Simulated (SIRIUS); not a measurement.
# TiCo (Pm-3m) in SIRIUS: notebook, part 3 of 4

SIRIUS 7.12.0.

**6. Equation of state, BLYP, collinear spin, ferromagnetic start, 13.58 Å³/atom (volume scaled by 1.02)**

Contents of sirius.json:

```json
{
  "control": {
    "processing_unit": "cpu",
    "std_evp_solver_name": "lapack",
    "gen_evp_solver_name": "lapack",
    "verbosity": 2,
    "print_forces": false,
    "ortho_rf": true,
    "use_second_variation": true,
    "rmt_max": 3.0,
    "num_bands_to_print": 24,
    "save_wf": true
  },
  "parameters": {
    "electronic_structure_method": "full_potential_lapwlo",
    "xc_functionals": ["XC_GGA_X_B88", "XC_GGA_C_LYP"],
    "core_relativity": "dirac",
    "valence_relativity": "iora",
    "num_fv_states": 30,
    "smearing": "fermi_dirac",
    "smearing_width": 0.0018374661,
    "pw_cutoff": 20,
    "gk_cutoff": 3.74,
    "lmax_apw": 10,
    "lmax_rho": 8,
    "lmax_pot": 8,
    "num_mag_dims": 1,
    "auto_rmt": 0,
    "ngridk": [9, 9, 9],
    "shiftk": [0, 0, 0],
    "num_dft_iter": 80,
    "energy_tol": 1e-07,
    "density_tol": 1e-05,
    "use_symmetry": true
  },
  "settings": {"tol_ne": 1e-10},
  "iterative_solver": {"type": "exact"},
  "mixer": {"type": "anderson", "beta": 0.4, "max_history": 8},
  "unit_cell": {
    "lattice_vectors": [[5.6803034482, 0.0, 0.0], [0.0, 5.6803034482, 0.0], [0.0, 0.0, 5.6803034482]],
    "atom_types": ["Co", "Ti"],
    "atom_files": {"Co": "Co.json", "Ti": "Ti.json"},
    "atoms": {"Co": [[0.5, 0.5, 0.5, 0.0, 0.0, 2.0]], "Ti": [[0.0, 0.0, 0.0, 0.0, 0.0, 1.0]]}
  }
}
```

Contents of Co.json:

```json
{
  "name": "cobalt",
  "symbol": "Co",
  "number": 27,
  "mass": 58.933195,
  "rmin": 1e-06,
  "rmt": 2.35,
  "nrmt": 800,
  "rinf": 15.25,
  "core": "1s2s2p",
  "valence": [
    {"basis": [{"enu": 0.11, "dme": 0, "n": 0, "auto": 0}, {"enu": 0.11, "dme": 1, "n": 0, "auto": 0}]},
    {"l": 0, "n": 1, "basis": [{"enu": 0.21, "dme": 0, "n": 0, "auto": 0}]},
    {"l": 1, "n": 2, "basis": [{"enu": 0.21, "dme": 0, "n": 0, "auto": 0}]},
    {"l": 2, "n": 3, "basis": [{"enu": 0.2082, "dme": 0, "n": 0, "auto": 0}]},
    {"l": 3, "n": 4, "basis": [{"enu": 0.21, "dme": 0, "n": 0, "auto": 0}]}
  ],
  "lo": [
    {"l": 0, "basis": [{"enu": 0.21, "dme": 0, "n": 0, "auto": 0}, {"enu": 0.21, "dme": 1, "n": 0, "auto": 0}]},
    {
      "l": 0,
      "basis": [{"enu": -3.3175, "dme": 0, "n": 3, "auto": 1}, {"enu": -3.3175, "dme": 1, "n": 3, "auto": 1}]
    },
    {
      "l": 0,
      "basis": [{"enu": -3.3175, "dme": 1, "n": 3, "auto": 1}, {"enu": 0.21, "dme": 0, "n": 0, "auto": 0}]
    },
    {"l": 0, "basis": [{"enu": 0.21, "dme": 0, "n": 0, "auto": 0}, {"enu": 3.1072, "dme": 0, "n": 0, "auto": 0}]},
    {"l": 1, "basis": [{"enu": 0.21, "dme": 0, "n": 0, "auto": 0}, {"enu": 0.21, "dme": 1, "n": 0, "auto": 0}]},
    {
      "l": 1,
      "basis": [{"enu": -1.9871, "dme": 0, "n": 3, "auto": 1}, {"enu": -1.9871, "dme": 1, "n": 3, "auto": 1}]
    },
    {
      "l": 1,
      "basis": [{"enu": -1.9871, "dme": 1, "n": 3, "auto": 1}, {"enu": 0.21, "dme": 0, "n": 0, "auto": 0}]
    },
    {"l": 1, "basis": [{"enu": 0.21, "dme": 0, "n": 0, "auto": 0}, {"enu": 3.5418, "dme": 0, "n": 0, "auto": 0}]},
    {
      "l": 2,
      "basis": [{"enu": 0.2082, "dme": 0, "n": 0, "auto": 0}, {"enu": 0.2082, "dme": 1, "n": 0, "auto": 0}]
    },
    {
      "l": 2,
      "basis": [{"enu": 0.2082, "dme": 1, "n": 0, "auto": 0}, {"enu": 0.2082, "dme": 2, "n": 0, "auto": 0}]
    },
    {
      "l": 2,
      "basis": [{"enu": 0.2082, "dme": 0, "n": 0, "auto": 0}, {"enu": 3.033, "dme": 0, "n": 0, "auto": 0}]
    },
    {"l": 3, "basis": [{"enu": 0.21, "dme": 0, "n": 0, "auto": 0}, {"enu": 0.21, "dme": 1, "n": 0, "auto": 0}]},
    {"l": 3, "basis": [{"enu": 0.21, "dme": 0, "n": 0, "auto": 0}, {"enu": 3.3607, "dme": 0, "n": 0, "auto": 0}]}
  ],
  "free_atom": [... radial grid and density of the free atom, the start of the SCF ...]
}
```

Contents of Ti.json:

```json
{
  "name": "titanium",
  "symbol": "Ti",
  "number": 22,
  "mass": 47.867,
  "rmin": 1e-06,
  "rmt": 2.35,
  "nrmt": 800,
  "rinf": 17.51,
  "core": "1s2s2p",
  "valence": [
    {"basis": [{"enu": 0.11, "dme": 0, "n": 0, "auto": 0}, {"enu": 0.11, "dme": 1, "n": 0, "auto": 0}]},
    {"l": 0, "n": 1, "basis": [{"enu": 0.21, "dme": 0, "n": 0, "auto": 0}]},
    {"l": 1, "n": 2, "basis": [{"enu": 0.21, "dme": 0, "n": 0, "auto": 0}]},
    {"l": 2, "n": 3, "basis": [{"enu": 0.21, "dme": 0, "n": 0, "auto": 0}]},
    {"l": 3, "n": 4, "basis": [{"enu": 0.21, "dme": 0, "n": 0, "auto": 0}]}
  ],
  "lo": [
    {"l": 0, "basis": [{"enu": 0.21, "dme": 0, "n": 0, "auto": 0}, {"enu": 0.21, "dme": 1, "n": 0, "auto": 0}]},
    {
      "l": 0,
      "basis": [{"enu": -1.9103, "dme": 0, "n": 3, "auto": 1}, {"enu": -1.9103, "dme": 1, "n": 3, "auto": 1}]
    },
    {
      "l": 0,
      "basis": [{"enu": -1.9103, "dme": 1, "n": 3, "auto": 1}, {"enu": 0.21, "dme": 0, "n": 0, "auto": 0}]
    },
    {"l": 0, "basis": [{"enu": 0.21, "dme": 0, "n": 0, "auto": 0}, {"enu": 3.1072, "dme": 0, "n": 0, "auto": 0}]},
    {"l": 1, "basis": [{"enu": 0.21, "dme": 0, "n": 0, "auto": 0}, {"enu": 0.21, "dme": 1, "n": 0, "auto": 0}]},
    {
      "l": 1,
      "basis": [{"enu": -1.0503, "dme": 0, "n": 3, "auto": 1}, {"enu": -1.0503, "dme": 1, "n": 3, "auto": 1}]
    },
    {
      "l": 1,
      "basis": [{"enu": -1.0503, "dme": 1, "n": 3, "auto": 1}, {"enu": 0.21, "dme": 0, "n": 0, "auto": 0}]
    },
    {"l": 1, "basis": [{"enu": 0.21, "dme": 0, "n": 0, "auto": 0}, {"enu": 3.5418, "dme": 0, "n": 0, "auto": 0}]},
    {"l": 2, "basis": [{"enu": 0.21, "dme": 0, "n": 0, "auto": 0}, {"enu": 0.21, "dme": 1, "n": 0, "auto": 0}]},
    {"l": 2, "basis": [{"enu": 0.21, "dme": 1, "n": 0, "auto": 0}, {"enu": 0.21, "dme": 2, "n": 0, "auto": 0}]},
    {"l": 2, "basis": [{"enu": 0.21, "dme": 0, "n": 0, "auto": 0}, {"enu": 3.0348, "dme": 0, "n": 0, "auto": 0}]},
    {"l": 3, "basis": [{"enu": 0.21, "dme": 0, "n": 0, "auto": 0}, {"enu": 0.21, "dme": 1, "n": 0, "auto": 0}]},
    {"l": 3, "basis": [{"enu": 0.21, "dme": 0, "n": 0, "auto": 0}, {"enu": 3.3607, "dme": 0, "n": 0, "auto": 0}]}
  ],
  "free_atom": [... radial grid and density of the free atom, the start of the SCF ...]
}
```

Contents of sirius_start.json:

```json
{
  "control": {
    "processing_unit": "cpu",
    "std_evp_solver_name": "lapack",
    "gen_evp_solver_name": "lapack",
    "verbosity": 1,
    "print_forces": false,
    "ortho_rf": true,
    "use_second_variation": true,
    "rmt_max": 3.0,
    "num_bands_to_print": 24,
    "save_wf": false
  },
  "parameters": {
    "electronic_structure_method": "full_potential_lapwlo",
    "xc_functionals": ["XC_LDA_X", "XC_LDA_C_PW"],
    "core_relativity": "dirac",
    "valence_relativity": "iora",
    "num_fv_states": 30,
    "smearing": "fermi_dirac",
    "smearing_width": 0.0055123983,
    "pw_cutoff": 20,
    "gk_cutoff": 3.0,
    "lmax_apw": 10,
    "lmax_rho": 8,
    "lmax_pot": 8,
    "num_mag_dims": 1,
    "auto_rmt": 0,
    "ngridk": [4, 4, 4],
    "shiftk": [0, 0, 0],
    "num_dft_iter": 30,
    "energy_tol": 0.01,
    "density_tol": 0.05,
    "use_symmetry": true
  },
  "settings": {"tol_ne": 1e-10},
  "iterative_solver": {"type": "exact"},
  "mixer": {"type": "anderson", "beta": 0.4, "max_history": 8},
  "unit_cell": {
    "lattice_vectors": [[5.6803034482, 0.0, 0.0], [0.0, 5.6803034482, 0.0], [0.0, 0.0, 5.6803034482]],
    "atom_types": ["Co", "Ti"],
    "atom_files": {"Co": "Co.json", "Ti": "Ti.json"},
    "atoms": {"Co": [[0.5, 0.5, 0.5, 0.0, 0.0, 2.0]], "Ti": [[0.0, 0.0, 0.0, 0.0, 0.0, 1.0]]}
  }
}
```

Potentials or basis: all-electron FP-LAPW, apw+lo standard.

Run with:

```
$ OMP_NUM_THREADS=1 sirius.scf --input=sirius_start.json --output=start.json
$ OMP_NUM_THREADS=1 sirius.scf --input=sirius.json --output=output.json --task=1
```

Wall time 1.8 min (1 thread of Arm Neoverse V2, shared host); peak memory 0.59 GiB.

Results (log left out):

```yaml
Free_energy: -61167.2853 eV
Band_gap_on_the_k_mesh: none (metal or under the smearing width)
Net_moment: 0.79 μB per cell
Site_moments: Co +0.85; Ti -0.01 μB
All_electrons_inside_the_program's_atomic_spheres: Co 26.24; Ti 20.32 (radii Co 2.35, Ti 2.35 bohr)
```

**7. Equation of state, BLYP, collinear spin, ferromagnetic start, 13.85 Å³/atom (volume scaled by 1.04)**

sirius.json: that of step 6 with these lines changed.

```diff
@@ -39,3 +39,3 @@
   "unit_cell": {
-    "lattice_vectors": [[5.6803034482, 0.0, 0.0], [0.0, 5.6803034482, 0.0], [0.0, 0.0, 5.6803034482]],
+    "lattice_vectors": [[5.7171895691, 0.0, 0.0], [0.0, 5.7171895691, 0.0], [0.0, 0.0, 5.7171895691]],
     "atom_types": ["Co", "Ti"],
```

Contents of Co.json:

```json
{
  "name": "cobalt",
  "symbol": "Co",
  "number": 27,
  "mass": 58.933195,
  "rmin": 1e-06,
  "rmt": 2.35,
  "nrmt": 800,
  "rinf": 15.25,
  "core": "1s2s2p",
  "valence": [
    {"basis": [{"enu": 0.1, "dme": 0, "n": 0, "auto": 0}, {"enu": 0.1, "dme": 1, "n": 0, "auto": 0}]},
    {"l": 0, "n": 1, "basis": [{"enu": 0.2, "dme": 0, "n": 0, "auto": 0}]},
    {"l": 1, "n": 2, "basis": [{"enu": 0.2, "dme": 0, "n": 0, "auto": 0}]},
    {"l": 2, "n": 3, "basis": [{"enu": 0.1981, "dme": 0, "n": 0, "auto": 0}]},
    {"l": 3, "n": 4, "basis": [{"enu": 0.2, "dme": 0, "n": 0, "auto": 0}]}
  ],
  "lo": [
    {"l": 0, "basis": [{"enu": 0.2, "dme": 0, "n": 0, "auto": 0}, {"enu": 0.2, "dme": 1, "n": 0, "auto": 0}]},
    {
      "l": 0,
      "basis": [{"enu": -3.3275, "dme": 0, "n": 3, "auto": 1}, {"enu": -3.3275, "dme": 1, "n": 3, "auto": 1}]
    },
    {"l": 0, "basis": [{"enu": -3.3275, "dme": 1, "n": 3, "auto": 1}, {"enu": 0.2, "dme": 0, "n": 0, "auto": 0}]},
    {"l": 0, "basis": [{"enu": 0.2, "dme": 0, "n": 0, "auto": 0}, {"enu": 3.0972, "dme": 0, "n": 0, "auto": 0}]},
    {"l": 1, "basis": [{"enu": 0.2, "dme": 0, "n": 0, "auto": 0}, {"enu": 0.2, "dme": 1, "n": 0, "auto": 0}]},
    {
      "l": 1,
      "basis": [{"enu": -1.9971, "dme": 0, "n": 3, "auto": 1}, {"enu": -1.9971, "dme": 1, "n": 3, "auto": 1}]
    },
    {"l": 1, "basis": [{"enu": -1.9971, "dme": 1, "n": 3, "auto": 1}, {"enu": 0.2, "dme": 0, "n": 0, "auto": 0}]},
    {"l": 1, "basis": [{"enu": 0.2, "dme": 0, "n": 0, "auto": 0}, {"enu": 3.5318, "dme": 0, "n": 0, "auto": 0}]},
    {
      "l": 2,
      "basis": [{"enu": 0.1981, "dme": 0, "n": 0, "auto": 0}, {"enu": 0.1981, "dme": 1, "n": 0, "auto": 0}]
    },
    {
      "l": 2,
      "basis": [{"enu": 0.1981, "dme": 1, "n": 0, "auto": 0}, {"enu": 0.1981, "dme": 2, "n": 0, "auto": 0}]
    },
    {
      "l": 2,
      "basis": [{"enu": 0.1981, "dme": 0, "n": 0, "auto": 0}, {"enu": 3.023, "dme": 0, "n": 0, "auto": 0}]
    },
    {"l": 3, "basis": [{"enu": 0.2, "dme": 0, "n": 0, "auto": 0}, {"enu": 0.2, "dme": 1, "n": 0, "auto": 0}]},
    {"l": 3, "basis": [{"enu": 0.2, "dme": 0, "n": 0, "auto": 0}, {"enu": 3.3507, "dme": 0, "n": 0, "auto": 0}]}
  ],
  "free_atom": [... radial grid and density of the free atom, the start of the SCF ...]
}
```

Contents of Ti.json:

```json
{
  "name": "titanium",
  "symbol": "Ti",
  "number": 22,
  "mass": 47.867,
  "rmin": 1e-06,
  "rmt": 2.35,
  "nrmt": 800,
  "rinf": 17.51,
  "core": "1s2s2p",
  "valence": [
    {"basis": [{"enu": 0.1, "dme": 0, "n": 0, "auto": 0}, {"enu": 0.1, "dme": 1, "n": 0, "auto": 0}]},
    {"l": 0, "n": 1, "basis": [{"enu": 0.2, "dme": 0, "n": 0, "auto": 0}]},
    {"l": 1, "n": 2, "basis": [{"enu": 0.2, "dme": 0, "n": 0, "auto": 0}]},
    {"l": 2, "n": 3, "basis": [{"enu": 0.2, "dme": 0, "n": 0, "auto": 0}]},
    {"l": 3, "n": 4, "basis": [{"enu": 0.2, "dme": 0, "n": 0, "auto": 0}]}
  ],
  "lo": [
    {"l": 0, "basis": [{"enu": 0.2, "dme": 0, "n": 0, "auto": 0}, {"enu": 0.2, "dme": 1, "n": 0, "auto": 0}]},
    {
      "l": 0,
      "basis": [{"enu": -1.9203, "dme": 0, "n": 3, "auto": 1}, {"enu": -1.9203, "dme": 1, "n": 3, "auto": 1}]
    },
    {"l": 0, "basis": [{"enu": -1.9203, "dme": 1, "n": 3, "auto": 1}, {"enu": 0.2, "dme": 0, "n": 0, "auto": 0}]},
    {"l": 0, "basis": [{"enu": 0.2, "dme": 0, "n": 0, "auto": 0}, {"enu": 3.0972, "dme": 0, "n": 0, "auto": 0}]},
    {"l": 1, "basis": [{"enu": 0.2, "dme": 0, "n": 0, "auto": 0}, {"enu": 0.2, "dme": 1, "n": 0, "auto": 0}]},
    {
      "l": 1,
      "basis": [{"enu": -1.0603, "dme": 0, "n": 3, "auto": 1}, {"enu": -1.0603, "dme": 1, "n": 3, "auto": 1}]
    },
    {"l": 1, "basis": [{"enu": -1.0603, "dme": 1, "n": 3, "auto": 1}, {"enu": 0.2, "dme": 0, "n": 0, "auto": 0}]},
    {"l": 1, "basis": [{"enu": 0.2, "dme": 0, "n": 0, "auto": 0}, {"enu": 3.5318, "dme": 0, "n": 0, "auto": 0}]},
    {"l": 2, "basis": [{"enu": 0.2, "dme": 0, "n": 0, "auto": 0}, {"enu": 0.2, "dme": 1, "n": 0, "auto": 0}]},
    {"l": 2, "basis": [{"enu": 0.2, "dme": 1, "n": 0, "auto": 0}, {"enu": 0.2, "dme": 2, "n": 0, "auto": 0}]},
    {"l": 2, "basis": [{"enu": 0.2, "dme": 0, "n": 0, "auto": 0}, {"enu": 3.0248, "dme": 0, "n": 0, "auto": 0}]},
    {"l": 3, "basis": [{"enu": 0.2, "dme": 0, "n": 0, "auto": 0}, {"enu": 0.2, "dme": 1, "n": 0, "auto": 0}]},
    {"l": 3, "basis": [{"enu": 0.2, "dme": 0, "n": 0, "auto": 0}, {"enu": 3.3507, "dme": 0, "n": 0, "auto": 0}]}
  ],
  "free_atom": [... radial grid and density of the free atom, the start of the SCF ...]
}
```

sirius_start.json: that of step 6 with these lines changed.

```diff
@@ -39,3 +39,3 @@
   "unit_cell": {
-    "lattice_vectors": [[5.6803034482, 0.0, 0.0], [0.0, 5.6803034482, 0.0], [0.0, 0.0, 5.6803034482]],
+    "lattice_vectors": [[5.7171895691, 0.0, 0.0], [0.0, 5.7171895691, 0.0], [0.0, 0.0, 5.7171895691]],
     "atom_types": ["Co", "Ti"],
```

Run with:

```
$ OMP_NUM_THREADS=1 sirius.scf --input=sirius_start.json --output=start.json
$ OMP_NUM_THREADS=1 sirius.scf --input=sirius.json --output=output.json --task=1
```

Wall time 2.2 min (1 thread of Arm Neoverse V2, shared host); peak memory 0.6 GiB.

Results (log left out):

```
Free energy                                       : -61167.2838 eV
Band gap on the k mesh                            : none (metal or under the smearing width)
Net moment                                        : 0.82 μB per cell
Site moments                                      : Co +0.90; Ti -0.02 μB
All electrons inside the program's atomic spheres : Co 26.21; Ti 20.29 (radii Co 2.35, Ti 2.35 bohr)
```

(Part 3 of 4 ends here.)
